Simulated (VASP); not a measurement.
# TiO2 (Anatase) (I4_1/amd) in VASP: single point with LDA

Aim: the single point of TiO2 (Anatase) with LDA.

Everything below comes from runs of VASP 6.6.1. Logs are shortened: lines on timing, memory, paths and dates and some standing lists are left out, and cuts for length are marked.

### Step 1. The cell of the first run

Symmetry: I4_1/amd, No. 141, tetragonal system. Conventional cell: a = 3.739 Å, b = 3.739 Å, c = 9.457 Å, α = 90.00°, β = 90.00°, γ = 90.00°. Ti (site symmetry -4m2) is surrounded by 6 O at 1.91 to 1.97 Å. Around O (site symmetry 2mm) lie 3 Ti at 1.91 to 1.97 Å.

### Step 2. Single point, LDA (relaxed again under DFT LDA, scalar-relativistic, plane waves, PAW)

Contents of INCAR:

```
  PREC = Accurate
  ENCUT = 520
  EDIFF = 1E-7
  ISMEAR = 0
  SIGMA = 0.02
  LREAL = F
  LASPH = T
  NELM = 100
  ALGO = Fast
  ISIF = 2
  LWAVE = F
  LCHARG = F
  NBANDS = 33
```

Contents of KPOINTS:

```
regular mesh
0
Gamma
  10 10 10
```

Contents of POSCAR:

```
TiO2
1.0
   -1.8696202630      1.8696202630      4.7283314633
    1.8696202630     -1.8696202630      4.7283314633
    1.8696202630      1.8696202630     -4.7283314633
Ti O
2 4
Direct
    0.0000000000      0.0000000000      0.0000000000
    0.7500000000      0.2500000000      0.5000000000
    0.2079599384      0.2079599384      0.0000000000
    0.9579599384      0.4579599384      0.5000000000
    0.5420400616      0.0420400616      0.5000000000
    0.7920400616      0.7920400616      0.0000000000
```

Potentials or basis: VASP PAW LDA potentials, release 64 (Ti_sv, O).

On the command line:

```console
$ cat potpaw_LDA.64/Ti_sv/POTCAR potpaw_LDA.64/O/POTCAR > POTCAR
$ mpirun -np 1 vasp_std > vasp.out
```

OUTCAR:

```text
PREC = Accurate
   ENCUT = 520
   EDIFF = 1E-7
   ISMEAR = 0
   LREAL = F
   LASPH = T
   NELM = 100
   ISIF = 2

 ion  position               nearest neighbor table
   1  0.000  0.000  0.000-   5 1.91   4 1.91   5 1.91   4 1.91   3 1.97   6 1.97
   2  0.750  0.250  0.500-   6 1.91   3 1.91   6 1.91   3 1.91   4 1.97   5 1.97
   3  0.208  0.208  0.000-   2 1.91   2 1.91   1 1.97
   4  0.958  0.458  0.500-   1 1.91   1 1.91   2 1.97
   5  0.542  0.042  0.500-   1 1.91   1 1.91   2 1.97
   6  0.792  0.792  0.000-   2 1.91   2 1.91   1 1.97

  LATTYP: Found a body centered tetragonal cell.
 ALAT       =     3.7392405260
 C/A-ratio  =     2.5290330646

  Lattice vectors:

 A1 = (  -1.8696202630,   1.8696202630,   4.7283314633)
 A2 = (   1.8696202630,  -1.8696202630,   4.7283314633)
 A3 = (   1.8696202630,   1.8696202630,  -4.7283314633)

Analysis of symmetry for initial positions (statically):
=====================================================================
 Subroutine PRICEL returns:
 Original cell was already a primitive cell.

 Routine SETGRP: Setting up the symmetry group for a
 body centered tetragonal supercell.

 Subroutine GETGRP returns: Found 16 space group operations
 (whereof  8 operations were pure point group operations)
 out of a pool of 16 trial point group operations.

The static configuration has the point symmetry D_2d.
 The point group associated with its full space group is D_4h.

Analysis of symmetry for dynamics (positions and initial velocities):
=====================================================================
 Subroutine PRICEL returns:
 Original cell was already a primitive cell.

 Routine SETGRP: Setting up the symmetry group for a
 body centered tetragonal supercell.

 Subroutine GETGRP returns: Found 16 space group operations
 (whereof  8 operations were pure point group operations)
 out of a pool of 16 trial point group operations.

The dynamic configuration has the point symmetry D_2d.
 The point group associated with its full space group is D_4h.

 Subroutine INISYM returns: Found 16 space group operations
 (whereof  8 operations are pure point group operations),
 and found     1 'primitive' translations

----------------------------------------------------------------------------------------

                                     Primitive cell

  volume of cell :      66.1112

  direct lattice vectors                    reciprocal lattice vectors
    -1.869620263  1.869620263  4.728331463     0.000000000  0.267433986  0.105745548
     1.869620263 -1.869620263  4.728331463     0.267433986  0.000000000  0.105745548
     1.869620263  1.869620263 -4.728331463     0.267433986  0.267433986  0.000000000

  length of vectors
     5.417386665  5.417386665  5.417386665     0.287581394  0.287581394  0.378208771

  position of ions in fractional coordinates (direct lattice)
     0.000000000  0.000000000  0.000000000
     0.750000000  0.250000000  0.500000000
     0.207959938  0.207959938  0.000000000
     0.957959938  0.457959938  0.500000000
     0.542040062  0.042040062  0.500000000
     0.792040062  0.792040062  0.000000000

  ion indices of the primitive-cell ions
   primitive index   ion index
                 1           1
                 2           2
                 3           3
                 4           4
                 5           5
                 6           6

----------------------------------------------------------------------------------------

 KPOINTS: regular mesh

Automatic generation of k-mesh.
 Grid dimensions read from file:
 generate k-points for:   10   10   10

 Generating k-lattice:

  Cartesian coordinates                     Fractional coordinates (reciprocal lattice)
     0.000000000  0.026743399  0.010574555     0.100000000  0.000000000 -0.000000000
     0.026743399  0.000000000  0.010574555     0.000000000  0.100000000 -0.000000000
     0.026743399  0.026743399  0.000000000     0.000000000  0.000000000  0.100000000

  Length of vectors
     0.028758139  0.028758139  0.037820877

  Shift w.r.t. Gamma in fractional coordinates (k-lattice)
     0.000000000  0.000000000  0.000000000

 Subroutine IBZKPT returns following result:
 ===========================================

 Found    102 irreducible k-points:

 Following reciprocal coordinates:
            Coordinates               Weight
  0.000000  0.000000  0.000000      1.000000
  0.100000 -0.000000  0.000000      8.000000
  0.200000 -0.000000  0.000000      8.000000
  0.300000 -0.000000  0.000000      8.000000
  0.400000 -0.000000  0.000000      8.000000
  0.500000  0.000000  0.000000      4.000000
[... 16 lines left out ...]
  0.300000  0.300000  0.000000      8.000000
  0.400000  0.300000  0.000000     16.000000
 [... further k-points ...]
   k-points           NKPTS =    102   k-points in BZ     NKDIM =    102   number of bands    NBANDS=     33
   number of dos      NEDOS =    301   number of ions     NIONS =      6
   total plane-waves  NPLWV =  64000
   dimension x,y,z NGX =    40 NGY =   40 NGZ =   40
   dimension x,y,z NGXF=    80 NGYF=   80 NGZF=   80
   ions per type =               2   4
   NGX,Y,Z   is equivalent  to a cutoff of  12.27, 12.27, 12.27 a.u.
   NGXF,Y,Z  is equivalent  to a cutoff of  24.55, 24.55, 24.55 a.u.
 SYSTEM =  unknown system
   PREC   = accura    normal or accurate (medium, high low for compatibility)
   ISTART =      0    job   : 0-new  1-cont  2-samecut
   ICHARG =      2    charge: 1-file 2-atom 10-const
   ISPIN  =      1    spin polarized calculation?
   LNONCOLLINEAR =      F non collinear calculations
   LSORBIT =      F    spin-orbit coupling
   LASPH  =      T    aspherical Exc in radial PAW
   ENCUT  =  520.0 eV  38.22 Ry    6.18 a.u.  10.07 10.07 10.07*2*pi/ulx,y,z
   NELM   =    100;   NELMIN=  2; NELMDL= -5     # of ELM steps
   EDIFF  = 0.1E-06   stopping-criterion for ELM
   LREAL  =      F    real-space projection
   EDIFFG = 0.1E-05   stopping-criterion for IOM
   NSW    =      0    number of steps for IOM
   IBRION =     -1    ionic relax: 0-MD 1-quasi-New 2-CG
   NFREE  =      0    steps in history (QN), initial steepest desc. (CG)
   ISIF   =      2    stress and relaxation
   ISYM   =      2    0-nonsym 1-usesym 2-fastsym
   POTIM  = 0.5000    time-step for ionic-motion
   TEBEG  =    0.0;   TEEND  =   0.0 temperature during run
   PSTRESS=    0.0 pullay stress
   NELECT =      48.0000    total number of electrons
   NUPDOWN=      -1.0000    fix difference up-down
   EMIN   =  10.00;   EMAX   =-10.00  energy-range for DOS
   EFERMI =   0.00;   METHOD = LEGACY
   ISMEAR =     0;   SIGMA  =   0.02  broadening in eV -4-tet -1-fermi 0-gaus
   EFERMI_NEDOS =   21; number of points for ismear=-14 and -15
   IALGO  =     68    algorithm
   IMIX   =      4    mixing-type and parameters
     AMIX     =   0.40;   BMIX     =  1.00
     AMIX_MAG =   1.60;   BMIX_MAG =  1.00
  volume/ion in A,a.u.               =      11.02        74.36
  Fermi-wavevector in a.u.,A,eV,Ry     =   1.471399  2.780540 29.456801  2.165014
  Thomas-Fermi vector in A             =   2.586539
   LORBIT       =      0    0 simple, 1 ext, 2 COOP (PROOUT), +10 PAW based schemes
   GGA     = CA    functional components
   LHFCALC =     F    Hartree Fock is set to
   AEXX    =    0.0000 exact exchange contribution
   IVDW    =     0    specifies the selected vdW correction
   LEPSILON=     F    determine dielectric tensor
   LRPA    =     F    only Hartree local field effects (RPA)
 non-spin polarized calculation
 RMM-DIIS sequential band-by-band and
 Gauss-broadening in eV      SIGMA  =   0.02
  energy-cutoff  :      520.00
  volume of cell :       66.11
 maximum number of plane-waves:      1802
   NGX = 21   NGY = 21   NGZ = 21

 number of electron      47.9999998 magnetization

 Free energy of the ion-electron system (eV)
  ---------------------------------------------------
  ext. energy  EPLUGINS =         0.00000000
  ---------------------------------------------------
  free energy    TOTEN  =       -58.83488845 eV

  energy without entropy =      -58.83488845  energy(sigma->0) =      -58.83488845

 E-fermi :   3.6172     XC(G=0): -11.4959

 val. band max:        3.3671920685   @ k =  -0.4000   0.4000   0.0000
 cond. band min:       5.4436858307   @ k =   0.0000   0.0000   0.0000
 fundamental gap:      2.0764937622
 Fermi energy:         3.6172239623

 k-point     1 :       0.0000    0.0000    0.0000
  band No.  band energies     occupation
      1     -52.1687      2.00000
      2     -52.0949      2.00000
      3     -29.0963      2.00000
      4     -28.8178      2.00000
      5     -28.8178      2.00000
      6     -28.7350      2.00000
[... 25 lines left out ...]
     32       9.0096      0.00000
     33      10.7896      0.00000

 k-point     2 :       0.1000   -0.0000    0.0000
  band No.  band energies     occupation
      1     -52.1670      2.00000
      2     -52.0960      2.00000
      3     -29.0929      2.00000
      4     -28.8332      2.00000
      5     -28.8189      2.00000
      6     -28.7414      2.00000
[... 25 lines left out ...]
     32       9.2274      0.00000
     33      11.0600      0.00000

 k-point     3 :       0.2000   -0.0000    0.0000
  band No.  band energies     occupation
      1     -52.1625      2.00000
      2     -52.0990      2.00000
      3     -29.0845      2.00000
      4     -28.8718      2.00000
      5     -28.8217      2.00000
      6     -28.7565      2.00000
[... 25 lines left out ...]
     32       9.7773      0.00000
     33      11.6511      0.00000

 k-point     4 :       0.3000   -0.0000    0.0000
  band No.  band energies     occupation
      1     -52.1562      2.00000
      2     -52.1036      2.00000
      3     -29.0745      2.00000
      4     -28.9183      2.00000
      5     -28.8246      2.00000
      6     -28.7706      2.00000
[... 673 lines left out ...]
     32      10.1794      0.00000
     33      12.2799      0.00000

 k-point    23 :       0.3000    0.3000    0.0000
  band No.  band energies     occupation
      1     -52.1407      2.00000
      2     -52.1152      2.00000
      3     -29.0437      2.00000
      4     -28.9783      2.00000
      5     -28.8721      2.00000
      6     -28.8170      2.00000
[... 25 lines left out ...]
     32      10.2172      0.00000
     33      13.8314      0.00000

 k-point    24 :       0.4000    0.3000    0.0000
  band No.  band energies     occupation
      1     -52.1360      2.00000
      2     -52.1184      2.00000
      3     -29.0477      2.00000
      4     -29.0032      2.00000
      5     -28.8743      2.00000
      6     -28.8361      2.00000
[... 25 lines left out ...]
     32      10.1530      0.00000
     33      11.0754      0.00000

 [... further k-points ...]

------------------------ aborting loop because EDIFF is reached ----------------------------------------

  FORCE on cell =-STRESS in cart. coord.  units (eV):
  Direction    XX          YY          ZZ          XY          YZ          ZX
  --------------------------------------------------------------------------------------
  -------------------------------------------------------------------------------------
  Total        0.5313262      0.5313262      0.5201062      0.0000000      0.0000000      0.0000000
  in kB       12.8764778     12.8764778     12.6045668      0.0000000      0.0000000      0.0000000
  external PRESSURE =      12.7858408 kB  Pullay stress =       0.0000000 kB

 VOLUME and BASIS-vectors are now :
 -----------------------------------------------------------------------------
  energy-cutoff  :      520.00
  volume of cell :       66.11
      direct lattice vectors                 reciprocal lattice vectors
    -1.869620263  1.869620263  4.728331463     0.000000000  0.267433986  0.105745548
     1.869620263 -1.869620263  4.728331463     0.267433986  0.000000000  0.105745548
     1.869620263  1.869620263 -4.728331463     0.267433986  0.267433986  0.000000000

 POSITION                                       TOTAL-FORCE (eV/Angst)
 -----------------------------------------------------------------------------------
      0.00000      0.00000      0.00000         0.000000      0.000000     -0.000000
     -0.00000      1.86962      2.36417         0.000000      0.000000     -0.000000
      0.00000      0.00000      1.96661        -0.000000     -0.000000      0.034524
      0.00000      1.86962      4.33077         0.000000      0.000000      0.034524
      0.00000      1.86962      0.39756         0.000000      0.000000     -0.034524
      0.00000      0.00000      7.49006        -0.000000     -0.000000     -0.034524
 -----------------------------------------------------------------------------------
    total drift:                                0.000000      0.000000     -0.000000

  FREE ENERGIE OF THE ION-ELECTRON SYSTEM (eV)
  ---------------------------------------------------
  free  energy   TOTEN  =       -58.8348884503 eV

  energy  without entropy=      -58.8348884503  energy(sigma->0) =      -58.83488845
```

Run time: 13 min. Hardware: 1 thread of Intel Xeon Platinum 8488C (Sapphire Rapids), shared host; peak memory 0.32 GiB.

What came out:

```yaml
Free_energy: -58.8349 eV
Pressure: 1.3 GPa
Largest_force: 0.035 eV/Å
Band_gap_on_the_k_mesh: 2.08 eV, indirect (least direct gap 2.42 eV)
```

Forces on the atoms (eV/Å):
```
Ti   0.000  0.000  0.000
Ti   0.000  0.000  0.000
O    0.000  0.000  0.035
O    0.000  0.000  0.035
O    0.000  0.000 -0.035
O    0.000  0.000 -0.035
```

A k mesh can miss the band edges.
